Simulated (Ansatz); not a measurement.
**Converging the field response of a NaI (001) film**

Aim: a convergence study of the equivalent conductor thickness of a NaI (001) film, with the cost of each setting.

Main program and level: Ansatz 0.2.0; plane-wave DFT, PBE, Ansatz PAW, in the first sound run; inputs show where later runs differ.

## Step 1: The structure

The cell holds 10 atoms: 5 Na and 5 I. Cell: a = 4.575 Å, b = 4.575 Å, c = 30.940 Å, α = 90.0°, β = 90.0°, γ = 90.0°. It derives from NaI (rocksalt NaI). Vacuum lies along c.

## Step 2: Run, setting first choice

The first choice: the default cutoff of 420 eV, a 6×6×1 mesh, 18 Å of vacuum, 0.1 V/Å and a tight threshold. Each later run changes one input against this one; other functionals and files bring their own cutoffs.

input.yaml

```yaml
crystal:
  lattice:
    - [4.57498087, 0.0, 0.0]
    - [0.0, 4.57498087, 0.0]
    - [0.0, 0.0, 30.94]
  atoms:
    - { symbol: Na, position: [0.5, 0.5, 0.290885585] }
    - { symbol: I, position: [0.0, 0.0, 0.290885585] }
    - { symbol: Na, position: [0.0, 0.0, 0.3954427925] }
    - { symbol: I, position: [0.5, 0.5, 0.3954427925] }
    - { symbol: Na, position: [0.5, 0.5, 0.5] }
    - { symbol: I, position: [0.0, 0.0, 0.5] }
    - { symbol: Na, position: [0.0, 0.0, 0.6045572075] }
    - { symbol: I, position: [0.5, 0.5, 0.6045572075] }
    - { symbol: Na, position: [0.5, 0.5, 0.709114415] }
    - { symbol: I, position: [0.0, 0.0, 0.709114415] }
kpoints:
  mp_grid: { grid: [6, 6, 1] }
hamiltonian:
  xc: pbe
scf:
  occupations: { method: fixed }
  convergence: { dr2_threshold: 1.0e-10 }
efield:
  axis: 3
  dipole_correction: true
  ramp_position: 0.97
  ramp_width: 0.06
  amplitude: 0.1
output:
  write_potential: true
  write_density: true
  volumetric_format: npy
```

Started as:

```console
> ansatz run input.yaml --threads 4 --pin off --max-ram 6144MiB --backend cpu --events-out ev --progress --plain --runs-dir out
```

Numbers of over 12 decimals in the logs are rounded to 6 here.

The log of the run:

```text
Engine: ansatz 0.2.0, x86_64-unknown-linux-gnu
Pseudopotentials: kind: paw
Pseudopotential: Na, paw, valence charge 9, recommended cutoff 420 eV (normal), Na.paw.azcp
Pseudopotential: I, paw, valence charge 17, recommended cutoff 420 eV (normal), I.paw.azcp
Functional definition: PBE
  parameter kappa = 0.804
  parameter beta = 0.066725
  exchange = pbe_x(kappa = kappa, mu = beta*pi^2/3)
  correlation = pbe_c(beta = beta)
Crystal: 10 atoms, lattice volume = 647.588 Å³
Basis set: ecut = 420 eV, 12703 PW (Γ)
Bands: 78, of which v1, the nominal top of the filled ones, is band 65 counted from 1 (64 counted from 0)
Symmetry: 8 space group operations
k-points: 10 of 36
Non-local potential: Na, projectors of the file, l = 0: 3, l = 1: 2, l = 2: 1
Non-local potential: I, projectors of the file, l = 0: 2, l = 1: 2, l = 2: 2, l = 3: 2
PAW form: soft (Blöchl's): semilocal exchange-correlation on the pseudo side does not see the compensation charge
PAW one-centre angular grid: Na, 110 points (default); XC on 64 Gauss nodes
PAW one-centre angular grid: I, 590 points (default); XC on 64 Gauss nodes
Initial density: superposition of atomic densities (neutral atoms: chi_scale 0, normalization atom, screened)
Initial wavefunctions: pseudopotential atomic-orbital guess
Functional: x = pbe(κ = 0.804, μ = 0.219515), c = pbe(β = 0.066725)
iter 1 solved again at ethr=1.45e-3 eV; its pass at ethr=3.10e-3 eV (dr2=1.89e0 eV) is discarded
SCF iter   1: F=—  HF=-45009.700792 eV  |F-HF|=—  |Δ(HF+E_count)|=         —  Δρ=9.40e-3  dr2=1.88e0  ethr=1.45e-3  p=0.183 e·Å  D=5.10e-2 V/Å  ΔV_dip=-1.58 eV  dr2_dipole=3.37e-3  V_vac-E_F(+/−)=8.09/6.83 eV  ⟨swp⟩=1.1  Hψ=3421  notcnv=0  defer=85
efield: sawtooth ramp at fractional position 0.9700 (set: `efield.ramp_position`, or a place that a band, a saddle search or an elastic batch's reference lends), width 0.0600; the density the first Hamiltonian is built on has a dipole p = 0.183 e·Å; the dipole correction subtracts the counter field D = 5.10e-2 V/Å, which shifts the + side's vacuum level by -1.58 eV against the − side's; the planar-averaged density in the ramp window peaks in size at 2.7e-6 e/Å³
preconditioner: auto → Resta (q_TF=auto, 2.088 Å⁻¹)  ε∞=1.8  [insulator: Δε(μ)=4.053 eV  Ē_g=10.075 eV  n_scr=108 (ndim 8)  ℏωp=9.2 eV  f_vac=0.459  ε∞_Penn≈1.8  vacuum switching on, ρ_ref=7.4e-3 e/Å³]
SCF iter   2: F=—  HF=-45009.188317 eV  |F-HF|=—  |Δ(HF+E_count)|=   5.12e-1  Δρ=4.54e-3  dr2=3.24e-1  ethr=1.45e-3  p=0.138 e·Å  D=3.87e-2 V/Å  ΔV_dip=-1.20 eV  dr2_dipole=2.60e-8  V_vac-E_F(+/−)=7.01/5.36 eV  ⟨swp⟩=3.9  Hψ=964  notcnv=0  defer=105  κ⁻¹=1.0e0(r=1)
SCF iter   3: F=—  HF=-45009.151004 eV  |F-HF|=—  |Δ(HF+E_count)|=   3.73e-2  Δρ=2.02e-3  dr2=2.93e-2  ethr=2.49e-4  p=0.138 e·Å  D=3.85e-2 V/Å  ΔV_dip=-1.19 eV  dr2_dipole=7.57e-6  V_vac-E_F(+/−)=6.49/4.84 eV  ⟨swp⟩=3.7  Hψ=1021  notcnv=0  defer=108  κ⁻¹=4.3e-2(r=2)
SCF iter   4: F=—  HF=-45009.164605 eV  |F-HF|=—  |Δ(HF+E_count)|=   1.36e-2  Δρ=7.22e-4  dr2=2.73e-3  ethr=2.25e-5  p=0.135 e·Å  D=3.76e-2 V/Å  ΔV_dip=-1.16 eV  dr2_dipole=2.35e-6  V_vac-E_F(+/−)=6.38/4.70 eV  ⟨swp⟩=3.3  Hψ=1035  notcnv=0  defer=110  κ⁻¹=5.5e-3(r=3)
SCF iter   5: F=—  HF=-45009.167319 eV  |F-HF|=—  |Δ(HF+E_count)|=   2.71e-3  Δρ=1.47e-4  dr2=9.18e-5  ethr=2.10e-6  p=0.136 e·Å  D=3.80e-2 V/Å  ΔV_dip=-1.18 eV  dr2_dipole=2.20e-7  V_vac-E_F(+/−)=6.34/4.67 eV  ⟨swp⟩=2.4  Hψ=961  notcnv=0  defer=110  κ⁻¹=2.9e-4(r=4)
SCF iter   6: F=—  HF=-45009.167419 eV  |F-HF|=—  |Δ(HF+E_count)|=   1.00e-4  Δρ=4.66e-5  dr2=8.23e-6  ethr=7.06e-8  p=0.136 e·Å  D=3.79e-2 V/Å  ΔV_dip=-1.17 eV  dr2_dipole=1.33e-8  V_vac-E_F(+/−)=6.35/4.67 eV  ⟨swp⟩=2.0  Hψ=1335  notcnv=0  defer=110  κ⁻¹=1.4e-5(r=5)
SCF iter   7: F=—  HF=-45009.167622 eV  |F-HF|=—  |Δ(HF+E_count)|=   2.02e-4  Δρ=1.63e-5  dr2=1.19e-6  ethr=6.33e-9  p=0.136 e·Å  D=3.79e-2 V/Å  ΔV_dip=-1.17 eV  dr2_dipole=2.66e-10  V_vac-E_F(+/−)=6.35/4.68 eV  ⟨swp⟩=2.0  Hψ=1372  notcnv=0  defer=107  κ⁻¹=1.8e-6(r=6)
SCF iter   8: F=—  HF=-45009.167625 eV  |F-HF|=—  |Δ(HF+E_count)|=   2.84e-6  Δρ=3.30e-6  dr2=9.95e-8  ethr=9.15e-10  p=0.136 e·Å  D=3.79e-2 V/Å  ΔV_dip=-1.17 eV  dr2_dipole=1.01e-10  V_vac-E_F(+/−)=6.35/4.68 eV  ⟨swp⟩=2.0  Hψ=916  notcnv=0  defer=107  κ⁻¹=1.9e-7(r=7)
SCF iter   9: F=—  HF=-45009.167625 eV  |F-HF|=—  |Δ(HF+E_count)|=   1.41e-7  Δρ=1.69e-6  dr2=1.26e-8  ethr=7.65e-11  p=0.136 e·Å  D=3.79e-2 V/Å  ΔV_dip=-1.17 eV  dr2_dipole=9.98e-12  V_vac-E_F(+/−)=6.35/4.68 eV  ⟨swp⟩=2.0  Hψ=1276  notcnv=0  defer=107  κ⁻¹=1.4e-8(r=8)
SCF iter  10: F=—  HF=-45009.167625 eV  |F-HF|=—  |Δ(HF+E_count)|=   2.07e-8  Δρ=4.16e-7  dr2=7.50e-10  ethr=9.67e-12  p=0.136 e·Å  D=3.79e-2 V/Å  ΔV_dip=-1.17 eV  dr2_dipole=1.29e-12  V_vac-E_F(+/−)=6.35/4.68 eV  ⟨swp⟩=2.0  Hψ=916  notcnv=0  defer=107  κ⁻¹=3.8e-9(r=8)
SCF iter  11: F=-45009.167625 eV  HF=-45009.167625 eV  |F-HF|=0.00e0  |Δ(HF+E_count)|=   1.61e-9  Δρ=8.92e-8  dr2=4.88e-11  ethr=1.00e-12  p=0.136 e·Å  D=3.79e-2 V/Å  ΔV_dip=-1.17 eV  dr2_dipole=5.57e-14  V_vac-E_F(+/−)=6.35/4.68 eV  ⟨swp⟩=22.4  Hψ=5189  notcnv=0
SCF 1 converged in 11 iterations: F = -45009.167625 eV  dr2 = 4.88e-11
  greatest PAW one-centre occupation: 0.999 electrons in one spin orbital (limit 2), on the Na atom at site 8 (counted from 0), in its partial waves of l = 0
WARN: The output density's exchange-correlation potential varies sharply where the density is thin. Do not read a vacuum level from v_tot or v_xc, or from such a field of the output density. On a cell that repeats whose density bears no net charge and no dipole along the vacuum's axis use v_es (v_loc + v_h of the components); under efield.dipole_correction with no amplitude use v_es + v_field, which holds any externa [...]
SCF converged after 11 iterations
Stability not checked: this state was not tested for a lower state beside it, because the mixer in use, unlike msr1, does not test its closes by its own steps (another_mixer; see scf.mixing.algorithm and scf.lower_state_search)
Free energy (F): -45009.167625 eV
Harris-Foulkes:  -45009.167625 eV  (|F-HF|=0.00e0)
Internal energy: -45009.167625 eV  (E = F + TS)
E sigma→0 (E₀):  -45009.167625 eV
Fermi energy:    -1.018878 eV
Dipole field:    D = 0.037915 V/Å  (p = 0.135688 e·Å, saw-weighted, corrected)
Work function:   not extracted (applied field tilts the vacuum); planar V_es + V_field profile in the machine report
Levels:          The Fermi level and band energies are counted from a zero that moves with the ramp; work functions are not
--- Per-component energies (eV) ---
  E_band       = -3603.572766
  E_kinetic    = 1548.064437
  E_local      = -105752.513563  (includes V_loc(G=0)·N_el)
  E_nonlocal   = 124.695907
  E_hartree    = 51830.461068
  E_xc         = -835.902017
  E_vxc        = -894.349536  (∫ρ·V_xc dr)
  E_paw        = -25401.731378  (= ΣΔE_a)
  E_vpaw       = -2290.384037  (= ΣTr[D̂ρ^β])
  E_aug_tail   = -0.000200  (compensation charges beyond the density's cutoff)
  E_efield     = -0.010997  (sawtooth field / dipole correction)
  E_vefield    = -0.008424  (∫n·V_field dr)
  E_ewald      = 33477.769117
  E_smearing   = -0.000000  (= −TS)
  E_closure    = -0.000000  (closes the sum)
  Σ components = -45009.167625   (vs F -45009.167625, Δ=0.00e0)
--- Band table (eV; the first three rows and the last of 10) ---
  k-point 0: bands = [... 61 lower, -1.2300, -1.1661, -1.0189, -1.0189, 2.4428, 2.8796, 3.5037, 3.6707, ... 9 higher]
  k-point 1: bands = [... 61 lower, -1.2241, -1.2232, -1.0986, -1.0291, 2.8998, 3.3239, 3.7782, 3.9934, ... 9 higher]
  k-point 2: bands = [... 61 lower, -1.3296, -1.2196, -1.2173, -1.0719, 3.5876, 4.0598, 4.2193, 4.3209, ... 9 higher]
  k-point 9: bands = [... 61 lower, -1.8271, -1.7740, -1.7598, -1.4133, 3.2666, 3.6464, 3.7546, 4.2878, ... 9 higher]
```

Wall time 11 s (4 threads of Intel Xeon Platinum 8488C (Sapphire Rapids), shared host); peak memory 1.5 GiB; 43 s of CPU time.

The column dr2 measures how far the density is from self-consistency, as an energy; F and HF (Harris–Foulkes) agree once it is small.

This step gave:

```
gap on the k-mesh                       : 3.462 eV
dipole along the normal                 : 0.1357 e·Å
equivalent conductor thickness p/(ε₀AE) : 11.73 Å
```

Running mean over 3.235 Å of the planar mean, with the applied field; the ramp of the sawtooth is left out. Electron's electrostatic potential energy less the highest filled level against z:

z (Å), electron's electrostatic potential energy less the highest filled level (eV) and a bar from the least value:
```
      3.5       4.93 #######################
      4.0       4.98 #######################
      4.5       5.03 ########################
      5.0       5.07 ########################
      5.5       5.10 ########################
      6.0       5.07 ########################
      6.5       4.79 ######################
      7.0       3.95 #################
      7.5       2.65 ##########
      8.0       1.51 ###
      8.5       0.98 
      9.0       0.90 
      9.5       0.95 
     10.0       1.00 #
     10.5       1.04 #
     11.0       1.08 #
     11.5       1.10 #
     12.0       1.12 #
     12.5       1.13 #
     13.0       1.14 #
     13.5       1.16 #
     14.0       1.17 ##
     14.5       1.18 ##
     15.0       1.20 ##
     15.5       1.21 ##
     16.0       1.23 ##
     16.5       1.24 ##
     17.0       1.26 ##
     17.5       1.28 ##
     18.0       1.29 ##
     18.5       1.31 ##
     19.0       1.33 ##
     19.5       1.34 ##
     20.0       1.34 ##
     20.5       1.33 ##
     21.0       1.32 ##
     21.5       1.29 ##
     22.0       1.28 ##
     22.5       1.43 ###
     23.0       2.08 #######
     23.5       3.32 ##############
     24.0       4.65 #####################
     24.5       5.51 ##########################
     25.0       5.82 ############################
     25.5       5.94 #############################
     26.0       6.00 #############################
     26.5       6.06 #############################
     27.0       6.11 ##############################
     27.5       6.16 ##############################
```

The dipole corresponds to a conductor 11.731 Å thick.

## Step 3: Single point, box 30.9 Å

Changes to input.yaml since step 2:

```diff
@@ -29,2 +29,4 @@
   amplitude: 0.1
+basis:
+  ecutwfc: "250 eV"
 output:
```

The log of the run:

```text
Warning: basis.ecutwfc = 250 eV is below the records' recommended 420 eV, and the density's cutoff is lower with it unless basis.ecutrho_ratio is high enough to keep the records' density cutoff: compare with a run at a higher cutoff
[...]
Crystal: 10 atoms, lattice volume = 647.588 Å³
Basis set: ecut = 250 eV, 5827 PW (Γ)
[...]
k-point 0: bands = [... 61 lower, -1.2451, -1.1807, -1.0348, -1.0348, 2.4087, 2.8459, 3.4695, 3.6221, ... 9 higher]
  k-point 1: bands = [... 61 lower, -1.2375, -1.2373, -1.1120, -1.0427, 2.8701, 3.2919, 3.7383, 3.9414, ... 9 higher]
  k-point 2: bands = [... 61 lower, -1.3431, -1.2324, -1.2311, -1.0852, 3.5636, 4.0340, 4.1881, 4.2889, ... 9 higher]
  k-point 9: bands = [... 61 lower, -1.8449, -1.7870, -1.7750, -1.4249, 3.2459, 3.6254, 3.7283, 4.2660, ... 9 higher]
[key lines of the parts left out:]
SCF converged after 11 iterations
Free energy (F): -45002.198168 eV
Fermi energy:    -1.034759 eV
Dipole field:    D = 0.037935 V/Å  (p = 0.135761 e·Å, saw-weighted, corrected)
```

The job ended after 5.2 s (4 threads; peak memory 0.86 GiB).

The dipole corresponds to a conductor 11.737 Å thick, +0.05 % from the first choice, at 0.46 times its CPU time.

## Step 4: Single point, box 30.9 Å (run 2)

Changes to input.yaml since step 3:

```diff
@@ -30,3 +30,3 @@
 basis:
-  ecutwfc: "250 eV"
+  ecutwfc: "330 eV"
 output:
```

The log of the run:

```text
[...]
Crystal: 10 atoms, lattice volume = 647.588 Å³
Basis set: ecut = 330 eV, 8851 PW (Γ)
Bands: 78, of which v1, the nominal top of the filled ones, is band 65 counted from 1 (64 counted from 0)
Symmetry: 8 space group operations
k-points: 10 of 36
[...]
k-point 0: bands = [... 61 lower, -1.2301, -1.1664, -1.0190, -1.0190, 2.4420, 2.8789, 3.5030, 3.6681, ... 9 higher]
  k-point 1: bands = [... 61 lower, -1.2242, -1.2233, -1.0988, -1.0291, 2.8988, 3.3231, 3.7770, 3.9906, ... 9 higher]
  k-point 2: bands = [... 61 lower, -1.3295, -1.2197, -1.2173, -1.0720, 3.5864, 4.0591, 4.2187, 4.3202, ... 9 higher]
  k-point 9: bands = [... 61 lower, -1.8271, -1.7744, -1.7599, -1.4136, 3.2663, 3.6461, 3.7541, 4.2876, ... 9 higher]
[key lines of the parts left out:]
SCF converged after 11 iterations
Free energy (F): -45009.063639 eV
Fermi energy:    -1.019033 eV
Dipole field:    D = 0.037916 V/Å  (p = 0.135694 e·Å, saw-weighted, corrected)
```

It took 7.9 s on 4 threads; peak memory 1.2 GiB; 30 s of CPU time.

The dipole corresponds to a conductor 11.731 Å thick, +0.00 % from the first choice, at 0.70 times its CPU time.

## Step 5: Single point, box 30.9 Å (run 3)

Changes to input.yaml since step 4:

```diff
@@ -30,3 +30,3 @@
 basis:
-  ecutwfc: "330 eV"
+  ecutwfc: "600 eV"
 output:
```

The log of the run:

```text
[...]
Crystal: 10 atoms, lattice volume = 647.588 Å³
Basis set: ecut = 600 eV, 21543 PW (Γ)
Bands: 78, of which v1, the nominal top of the filled ones, is band 65 counted from 1 (64 counted from 0)
Symmetry: 8 space group operations
k-points: 10 of 36
[...]
k-point 0: bands = [... 61 lower, -1.2300, -1.1660, -1.0188, -1.0188, 2.4430, 2.8798, 3.5041, 3.6709, ... 9 higher]
  k-point 1: bands = [... 61 lower, -1.2241, -1.2232, -1.0985, -1.0290, 2.8997, 3.3240, 3.7784, 3.9938, ... 9 higher]
  k-point 2: bands = [... 61 lower, -1.3295, -1.2195, -1.2173, -1.0718, 3.5872, 4.0598, 4.2195, 4.3210, ... 9 higher]
  k-point 9: bands = [... 61 lower, -1.8270, -1.7740, -1.7596, -1.4132, 3.2670, 3.6468, 3.7552, 4.2882, ... 9 higher]
[key lines of the parts left out:]
SCF converged after 11 iterations
Free energy (F): -45009.175906 eV
Fermi energy:    -1.018789 eV
Dipole field:    D = 0.037915 V/Å  (p = 0.135690 e·Å, saw-weighted, corrected)
```

Run time: 19 s. Hardware: 4 threads; peak memory 2.3 GiB; 74 s of CPU time.

The dipole corresponds to a conductor 11.731 Å thick, +0.00 % from the first choice, at 1.7 times its CPU time.

## Step 6: Run, box 30.9 Å

Changes to input.yaml since step 5:

```diff
@@ -17,3 +17,3 @@
 kpoints:
-  mp_grid: { grid: [6, 6, 1] }
+  mp_grid: { grid: [1, 1, 1] }
 hamiltonian:
@@ -29,4 +29,2 @@
   amplitude: 0.1
-basis:
-  ecutwfc: "600 eV"
 output:
```

The log of the run:

```text
[...]
Crystal: 10 atoms, lattice volume = 647.588 Å³
Basis set: ecut = 420 eV, 12703 PW (Γ)
Bands: 78, of which v1, the nominal top of the filled ones, is band 65 counted from 1 (64 counted from 0)
Symmetry: 8 space group operations
k-points: 1
[...]
Internal energy: -45000.461085 eV  (E = F + TS)
E sigma→0 (E₀):  -45000.461085 eV
Fermi energy:    -0.810864 eV
Dipole field:    D = 0.041185 V/Å  (p = 0.147391 e·Å, saw-weighted, corrected)
Work function:   not extracted (applied field tilts the vacuum); planar V_es + V_field profile in the machine report
[...]
--- Band table (eV) ---
  k-point 0: bands = [... 61 lower, -1.0113, -1.0113, -0.8109, -0.8109, 2.5207, 2.9252, 3.5631, 3.7012, ... 9 higher]
[key lines of the parts left out:]
SCF converged after 12 iterations
Free energy (F): -45000.461085 eV
```

The job ended after 1.3 s (4 threads; peak memory 0.57 GiB; 4.1 s of CPU time).

The dipole corresponds to a conductor 12.742 Å thick, +8.62 % from the first choice, at 0.095 times its CPU time.

## Step 7: Run, box 30.9 Å (run 2)

Changes to input.yaml since step 6:

```diff
@@ -17,3 +17,3 @@
 kpoints:
-  mp_grid: { grid: [1, 1, 1] }
+  mp_grid: { grid: [2, 2, 1] }
 hamiltonian:
```

The log of the run:

```text
[...]
Crystal: 10 atoms, lattice volume = 647.588 Å³
Basis set: ecut = 420 eV, 12703 PW (Γ)
Bands: 78, of which v1, the nominal top of the filled ones, is band 65 counted from 1 (64 counted from 0)
Symmetry: 8 space group operations
k-points: 3 of 4
[...]
--- Band table (eV) ---
  k-point 0: bands = [... 61 lower, -1.1634, -1.1100, -0.9549, -0.9549, 2.4772, 2.9070, 3.5414, 3.6930, ... 9 higher]
  k-point 1: bands = [... 61 lower, -1.2446, -1.2249, -1.1478, -1.0520, 4.0168, 4.1785, 4.3906, 4.5678, ... 9 higher]
  k-point 2: bands = [... 61 lower, -1.7655, -1.7174, -1.7007, -1.3477, 3.2844, 3.6550, 3.7774, 4.3022, ... 9 higher]
[key lines of the parts left out:]
SCF converged after 11 iterations
Free energy (F): -45008.447762 eV
Fermi energy:    -0.954927 eV
Dipole field:    D = 0.038439 V/Å  (p = 0.137567 e·Å, saw-weighted, corrected)
```

The job ended after 2.4 s (4 threads; peak memory 1 GiB).

The dipole corresponds to a conductor 11.893 Å thick, +1.38 % from the first choice, at 0.20 times its CPU time.

## Step 8: Single point, box 30.9 Å (run 4)

Changes to input.yaml since step 7:

```diff
@@ -17,3 +17,3 @@
 kpoints:
-  mp_grid: { grid: [2, 2, 1] }
+  mp_grid: { grid: [3, 3, 1] }
 hamiltonian:
```

The log of the run:

```text
[...]
Crystal: 10 atoms, lattice volume = 647.588 Å³
Basis set: ecut = 420 eV, 12703 PW (Γ)
Bands: 78, of which v1, the nominal top of the filled ones, is band 65 counted from 1 (64 counted from 0)
Symmetry: 8 space group operations
k-points: 3 of 9
[...]
--- Band table (eV) ---
  k-point 0: bands = [... 61 lower, -1.2187, -1.1562, -1.0078, -1.0078, 2.4485, 2.8845, 3.5100, 3.6747, ... 9 higher]
  k-point 1: bands = [... 61 lower, -1.3187, -1.2091, -1.2064, -1.0605, 3.5919, 4.0645, 4.2261, 4.3279, ... 9 higher]
  k-point 2: bands = [... 61 lower, -1.6133, -1.5903, -1.4812, -1.2824, 3.8145, 4.1993, 4.3730, 4.6124, ... 9 higher]
[key lines of the parts left out:]
SCF converged after 11 iterations
Free energy (F): -45009.090494 eV
Fermi energy:    -1.007786 eV
Dipole field:    D = 0.037974 V/Å  (p = 0.135902 e·Å, saw-weighted, corrected)
```

Elapsed: 3.8 s, on 4 threads; peak memory 0.98 GiB; 14 s of CPU time.

The dipole corresponds to a conductor 11.749 Å thick, +0.16 % from the first choice, at 0.33 times its CPU time.

(Part 1 of 3 ends here.)

[Logs are printed without paths, hosts, clocks, repeated set-up lines and the standing remarks that a program may print on its own settings, such as how far it seeks lower states.]

[Hosts, paths, dates, database ids (printed as entryN), source tags and the programs' standing remarks are cut or masked in the printed files.]

[Maps of the electrostatic potential energy from Ansatz leave out the sawtooth potential of an applied field or a dipole correction, so their vacuum need not be flat; planar profiles and work functions include it.]
